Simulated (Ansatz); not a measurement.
## TiAl3: pressure against volume

TiAl3, I4/mmm, a = 3.824 Å, c = 8.564 Å. Ansatz: r2SCAN, PAW, 500 eV, Γ-centred 16×16×16 mesh on 4 atoms, Gaussian smearing 0.10 eV; no spin polarisation. Shape and atoms are relaxed at each volume; pressure is positive in compression.

```
V (Å³/atom) P (GPa)
     14.714        ?
     15.184     3.68
     15.654    -0.04
     16.123    -3.25
     16.593    -6.00
```

**Question.** Take V0 = 15.654 Å³/atom, count pressures from its P0 = -0.04 GPa, fit the third-order Birch–Murnaghan form to the other rows, and predict the missing pressure.

**Answer.** With the Eulerian strain f = ½[(V0/V)^(2/3) − 1] and y = (P − P0)/[3f(1 + 2f)^(5/2)], the form is the line y = B0 + 1.5 B0 (B0′ − 4) f. Rows (f, y): 0.01027, 114.8; -0.00974, 115.4; -0.01905, 114.9. Means f = -0.006173, y = 115.03; Σ(Δf)² = 0.0004489, ΣΔfΔy = -0.003428; the slope is their ratio. y = 115.0 − 7.635 f GPa, so B0 = 115.0 GPa and B0′ = 4 + 2 × (-7.635)/(3 × 115.0) = 3.96. At V = 14.714, f = 0.02107, y = 114.84 and P = 8.01 GPa. The run gave 8.02 GPa, so the fit is 0.01 GPa too low, within twice the rms miss on the fitted rows (0.009 GPa). The form still works here, 33 % of the fitted range beyond its end.

TiAl3 stiffens smoothly on compression: each equal step down in volume costs more pressure than the last, as short-range repulsion and the kinetic energy of the squeezed valence electrons outgrow the cohesive terms. Resistance to volume change probably owes much to hybridisation between Ti 3d and Al 3s and 3p states, which adds directional bonding to the metallic cohesion. With B0′ = 3.96, the energy is almost quadratic in Eulerian strain, so the cubic term hardly matters and the extrapolation succeeds largely for that reason. The second-order form, with B0′ fixed at 4, would do about as well. The fitted y values do not vary monotonically with f, and their scatter is comparable to the slope's whole effect, so the small departure from 4 is not resolved, whereas B0 near 115.0 GPa is well supported. Pressure against volume alone does not show how compression is shared between the a and c axes, where any anisotropy of the bonding would appear.
